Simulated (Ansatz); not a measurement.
A relaxation computed with Ansatz, from input to last step.

```yaml
crystal:
  lattice:
    - [4.8126997814, 0.0, 0.0]
    - [0.0, 4.87188446, 0.0]
    - [-0.8628854487, 0.0, 4.9665942755]
  atoms:
    - { symbol: Ti, position: [0.27743526, 0.44719164, 0.71314827] }
    - { symbol: Ti, position: [0.72256474, 0.94719164, 0.78685173] }
    - { symbol: Ti, position: [0.72256474, 0.55280836, 0.28685173] }
    - { symbol: Ti, position: [0.27743526, 0.05280836, 0.21314827] }
    - { symbol: O, position: [0.44536099, 0.74236826, 0.96677186] }
    - { symbol: O, position: [0.55463901, 0.24236826, 0.53322814] }
    - { symbol: O, position: [0.55463901, 0.25763174, 0.03322814] }
    - { symbol: O, position: [0.44536099, 0.75763174, 0.46677186] }
    - { symbol: O, position: [0.06383822, 0.32303448, 0.35155674] }
    - { symbol: O, position: [0.93616178, 0.82303448, 0.14844326] }
    - { symbol: O, position: [0.93616178, 0.67696552, 0.64844326] }
    - { symbol: O, position: [0.06383822, 0.17696552, 0.85155674] }
basis:
  ecutwfc: 420
kpoints:
  mp_grid: { grid: [6, 6, 6] }
hamiltonian:
  xc: pbe
scf:
  occupations: { method: gaussian, width: 0.02 }
output:
  forces: true
  stress: true
  eigenvalues: true
relax:
  adjacent_minimum: "off"
  f_tol: 0.005
  max_steps: 80
  cell: { stress_tol: 0.05 }
```

```bash
ansatz run input.yaml --threads 2 --pin off --max-ram 5120MiB --backend cpu --events-out ev --progress --plain --runs-dir out
```

These are results of DFT PBE, scalar-relativistic, plane waves, PAW (Ansatz), not measurements.

Of 10 frames 9 are shown, positions in Å and forces in eV/Å; the SCF threshold varies from step to step. Steps run on the plane waves of an earlier cell, with a Pulay correction in the pressure. The basis is chosen afresh for the last frame, the zero of the energies, and at times for earlier ones too; energy and pressure step there, also at an unchanged geometry.

```xyz
12
Lattice="4.8127 0.0000 0.0000 0.0000 4.8719 0.0000 -0.8629 0.0000 4.9666" Properties=species:S:1:pos:R:3:forces:R:3 pbc="T T T" step=1 free_energy_over_end_meV_per_atom=3.52 pressure_GPa=4.10
Ti    0.7198    2.1787    3.5419   -0.0040   -0.0899    0.0825
Ti    2.7985    4.6146    3.9080    0.0040   -0.0899   -0.0825
Ti    3.2300    2.6932    1.4247    0.0040    0.0899   -0.0825
Ti    1.1513    0.2573    1.0586   -0.0040    0.0899    0.0825
O     1.3092    3.6167    4.8016   -0.0310   -0.0204   -0.0172
O     2.2092    1.1808    2.6483    0.0310   -0.0204    0.0172
O     2.6406    1.2552    0.1650    0.0310    0.0204    0.0172
O     1.7406    3.6911    2.3183   -0.0310    0.0204   -0.0172
O     0.0039    1.5738    1.7460   -0.0010   -0.0341   -0.0731
O     4.3774    4.0097    0.7373    0.0010   -0.0341    0.0731
O     3.9459    3.2981    3.2206    0.0010    0.0341    0.0731
O    -0.4276    0.8622    4.2293   -0.0010    0.0341   -0.0731
12
Lattice="4.8322 0.0000 -0.0058 0.0000 4.8890 0.0000 -0.8724 0.0000 4.9915" Properties=species:S:1:pos:R:3:forces:R:3 pbc="T T T" step=2 free_energy_over_end_meV_per_atom=2.02 pressure_GPa=1.07
Ti    0.7170    2.1826    3.5586   -0.0044   -0.0898    0.0769
Ti    2.8067    4.6271    3.9229    0.0044   -0.0898   -0.0769
Ti    3.2429    2.7064    1.4271    0.0044    0.0898   -0.0769
Ti    1.1531    0.2619    1.0629   -0.0044    0.0898    0.0769
O     1.3106    3.6284    4.8196    0.0213   -0.0263   -0.0403
O     2.2131    1.1839    2.6619   -0.0213   -0.0263    0.0403
O     2.6493    1.2606    0.1661   -0.0213    0.0263    0.0403
O     1.7468    3.7051    2.3238    0.0213    0.0263   -0.0403
O     0.0024    1.5809    1.7523    0.0150   -0.0319   -0.0340
O     4.3936    4.0254    0.7377   -0.0150   -0.0319    0.0340
O     3.9575    3.3081    3.2334   -0.0150    0.0319    0.0340
O    -0.4338    0.8636    4.2480    0.0150    0.0319   -0.0340
12
Lattice="4.8417 0.0000 -0.0053 0.0000 4.9038 0.0000 -0.8735 0.0000 4.9958" Properties=species:S:1:pos:R:3:forces:R:3 pbc="T T T" step=3 free_energy_over_end_meV_per_atom=1.88 pressure_GPa=-0.23
Ti    0.7170    2.1849    3.5647    0.0040   -0.0780    0.0586
Ti    2.8144    4.6368    3.9237   -0.0040   -0.0780   -0.0586
Ti    3.2511    2.7189    1.4258   -0.0040    0.0780   -0.0586
Ti    1.1538    0.2670    1.0668    0.0040    0.0780    0.0586
O     1.3161    3.6378    4.8195    0.0552   -0.0198   -0.0388
O     2.2153    1.1859    2.6690   -0.0552   -0.0198    0.0388
O     2.6520    1.2660    0.1711   -0.0552    0.0198    0.0388
O     1.7529    3.7179    2.3216    0.0552    0.0198   -0.0388
O     0.0018    1.5871    1.7530    0.0377   -0.0336   -0.0154
O     4.4032    4.0390    0.7396   -0.0377   -0.0336    0.0154
O     3.9664    3.3167    3.2376   -0.0377    0.0336    0.0154
O    -0.4350    0.8648    4.2509    0.0377    0.0336   -0.0154
12
Lattice="4.8418 0.0000 -0.0032 0.0000 4.8972 0.0000 -0.8714 0.0000 5.0094" Properties=species:S:1:pos:R:3:forces:R:3 pbc="T T T" step=4 free_energy_over_end_meV_per_atom=1.81 pressure_GPa=-0.12
Ti    0.7145    2.1847    3.5806    0.0108   -0.1156    0.0449
Ti    2.8202    4.6333    3.9303   -0.0108   -0.1156   -0.0449
Ti    3.2559    2.7125    1.4256   -0.0108    0.1156   -0.0449
Ti    1.1502    0.2639    1.0759    0.0108    0.1156    0.0449
O     1.3249    3.6362    4.8161    0.0540   -0.0285   -0.0159
O     2.2098    1.1875    2.6947   -0.0540   -0.0285    0.0159
O     2.6455    1.2611    0.1901   -0.0540    0.0285    0.0159
O     1.7606    3.7097    2.3114    0.0540    0.0285   -0.0159
O    -0.0060    1.5720    1.7753    0.0528   -0.0598   -0.0507
O     4.4122    4.0206    0.7261   -0.0528   -0.0598    0.0507
O     3.9764    3.3253    3.2308   -0.0528    0.0598    0.0507
O    -0.4418    0.8766    4.2800    0.0528    0.0598   -0.0507
12
Lattice="4.8470 0.0000 -0.0118 0.0000 4.8983 0.0000 -0.8812 0.0000 5.0214" Properties=species:S:1:pos:R:3:forces:R:3 pbc="T T T" step=5 free_energy_over_end_meV_per_atom=1.62 pressure_GPa=-0.44
Ti    0.7080    2.1779    3.5898    0.0024   -0.0749    0.0344
Ti    2.8172    4.6271    3.9305   -0.0024   -0.0749   -0.0344
Ti    3.2578    2.7204    1.4198   -0.0024    0.0749   -0.0344
Ti    1.1486    0.2712    1.0791    0.0024    0.0749    0.0344
O     1.3245    3.6347    4.8139    0.0305   -0.0146   -0.0117
O     2.2006    1.1855    2.7064   -0.0305   -0.0146    0.0117
O     2.6412    1.2636    0.1957   -0.0305    0.0146    0.0117
O     1.7651    3.7128    2.3032    0.0305    0.0146   -0.0117
O    -0.0100    1.5709    1.7783    0.0217   -0.0286   -0.0105
O     4.4164    4.0201    0.7207   -0.0217   -0.0286    0.0105
O     3.9758    3.3274    3.2314   -0.0217    0.0286    0.0105
O    -0.4506    0.8782    4.2890    0.0217    0.0286   -0.0105
12
Lattice="4.8506 0.0000 -0.0157 0.0000 4.9035 0.0000 -0.8859 0.0000 5.0179" Properties=species:S:1:pos:R:3:forces:R:3 pbc="T T T" step=6 free_energy_over_end_meV_per_atom=1.41 pressure_GPa=0.03
Ti    0.7036    2.1687    3.5933   -0.0009    0.0008    0.0019
Ti    2.8182    4.6205    3.9179    0.0009    0.0008   -0.0019
Ti    3.2612    2.7348    1.4089    0.0009   -0.0008   -0.0019
Ti    1.1465    0.2831    1.0843   -0.0009   -0.0008    0.0019
O     1.3310    3.6357    4.7966    0.0023   -0.0036    0.0009
O     2.1908    1.1839    2.7146   -0.0023   -0.0036   -0.0009
O     2.6337    1.2678    0.2057   -0.0023    0.0036   -0.0009
O     1.7739    3.7196    2.2876    0.0023    0.0036    0.0009
O    -0.0170    1.5672    1.7831   -0.0040    0.0001    0.0000
O     4.4246    4.0190    0.7101    0.0040    0.0001    0.0000
O     3.9817    3.3363    3.2191    0.0040   -0.0001    0.0000
O    -0.4599    0.8846    4.2921   -0.0040   -0.0001    0.0000
12
Lattice="4.8511 0.0000 -0.0164 0.0000 4.9036 0.0000 -0.8867 0.0000 5.0200" Properties=species:S:1:pos:R:3:forces:R:3 pbc="T T T" step=7 free_energy_over_end_meV_per_atom=1.43 pressure_GPa=0.00
Ti    0.7024    2.1684    3.5954    0.0014   -0.0006   -0.0001
Ti    2.8187    4.6202    3.9182   -0.0014   -0.0006    0.0001
Ti    3.2621    2.7353    1.4082   -0.0014    0.0006    0.0001
Ti    1.1457    0.2835    1.0854    0.0014    0.0006   -0.0001
O     1.3323    3.6355    4.7965   -0.0001    0.0002   -0.0005
O     2.1889    1.1837    2.7171    0.0001    0.0002    0.0005
O     2.6322    1.2681    0.2071    0.0001   -0.0002    0.0005
O     1.7756    3.7199    2.2865   -0.0001   -0.0002   -0.0005
O    -0.0191    1.5654    1.7856   -0.0003    0.0004    0.0005
O     4.4269    4.0172    0.7080    0.0003    0.0004   -0.0005
O     3.9836    3.3382    3.2180    0.0003   -0.0004   -0.0005
O    -0.4625    0.8864    4.2956   -0.0003   -0.0004    0.0005
12
Lattice="4.8511 0.0000 -0.0164 0.0000 4.9036 0.0000 -0.8867 0.0000 5.0200" Properties=species:S:1:pos:R:3:forces:R:3 pbc="T T T" step=8 free_energy_over_end_meV_per_atom=0.02 pressure_GPa=0.25
Ti    0.7024    2.1684    3.5954    0.0015   -0.0005   -0.0001
Ti    2.8187    4.6202    3.9182   -0.0015   -0.0005    0.0001
Ti    3.2621    2.7353    1.4082   -0.0015    0.0005    0.0001
Ti    1.1457    0.2835    1.0854    0.0015    0.0005   -0.0001
O     1.3323    3.6355    4.7965   -0.0005    0.0004   -0.0008
O     2.1889    1.1837    2.7171    0.0005    0.0004    0.0008
O     2.6322    1.2681    0.2071    0.0005   -0.0004    0.0008
O     1.7756    3.7199    2.2865   -0.0005   -0.0004   -0.0008
O    -0.0191    1.5654    1.7856   -0.0008    0.0004    0.0002
O     4.4269    4.0172    0.7080    0.0008    0.0004   -0.0002
O     3.9836    3.3382    3.2180    0.0008   -0.0004   -0.0002
O    -0.4625    0.8864    4.2956   -0.0008   -0.0004    0.0002
12
Lattice="4.8544 0.0000 -0.0191 0.0000 4.9050 0.0000 -0.8900 0.0000 5.0253" Properties=species:S:1:pos:R:3:forces:R:3 pbc="T T T" step=10 free_energy_over_end_meV_per_atom=0.00 pressure_GPa=0.01
Ti    0.6997    2.1673    3.5998    0.0013    0.0006    0.0014
Ti    2.8196    4.6198    3.9191   -0.0013    0.0006   -0.0014
Ti    3.2646    2.7377    1.4065   -0.0013   -0.0006   -0.0014
Ti    1.1448    0.2852    1.0872    0.0013   -0.0006    0.0014
O     1.3334    3.6363    4.7957    0.0014   -0.0013   -0.0017
O     2.1860    1.1838    2.7233   -0.0014   -0.0013    0.0017
O     2.6310    1.2686    0.2106   -0.0014    0.0013    0.0017
O     1.7784    3.7211    2.2830    0.0014    0.0013   -0.0017
O    -0.0223    1.5635    1.7905   -0.0003    0.0007    0.0001
O     4.4317    4.0160    0.7031    0.0003    0.0007   -0.0001
O     3.9867    3.3415    3.2158    0.0003   -0.0007   -0.0001
O    -0.4673    0.8890    4.3032   -0.0003   -0.0007    0.0001
```

It took 2.6 min on 2 threads of Arm Neoverse V2, on a shared host, peak memory 0.7 GiB.